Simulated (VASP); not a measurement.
Input of a VASP 6.6.1 run:

Contents of INCAR:

```
PREC = Accurate
ENCUT = 520
EDIFF = 1E-6
ISMEAR = 0
SIGMA = 0.15
LREAL = False
LASPH = True
NELM = 100
ALGO = Fast
ISIF = 2
LWAVE = False
LCHARG = False
GGA = PS
NBANDS = 15
```

File KPOINTS:

```
regular mesh
0
Gamma
  20 20 20
```

POSCAR

```
TaN
1.0
   -0.0899268734      2.2002311938      2.2002311938
    2.2002311938     -0.0899268734      2.2002311938
    2.2002311938      2.2002311938     -0.0899268734
Ta N
1 1
Direct
    0.5000000000      0.5000000000      0.5000000000
    0.0000000000      0.0000000000      0.0000000000
```

Potentials or basis: VASP PAW PBE potentials, release 64 (Ta_pv, N).

Command:

```console
$ cat potpaw_PBE.64/Ta_pv/POTCAR potpaw_PBE.64/N/POTCAR > POTCAR
$ mpirun -np 1 vasp_std > vasp.out
```

**Question.** What does it give for the band gap on the k mesh?

**Answer.** None (metal or under the smearing width).

**Question.** Estimate the pressure.

**Answer.** -22.1 GPa.

Stress tensor (GPa, compression positive):
```
-22.13   2.64   2.64
  2.64 -22.13   2.64
  2.64   2.64 -22.13
```

Caveat: so large a pressure means that the cell lies far from this level's equilibrium, or that cutoff or potentials fall short; the potentials were made for another functional, which shifts forces and pressure. Spin-orbit coupling is left out, which matters for the levels of Ta.
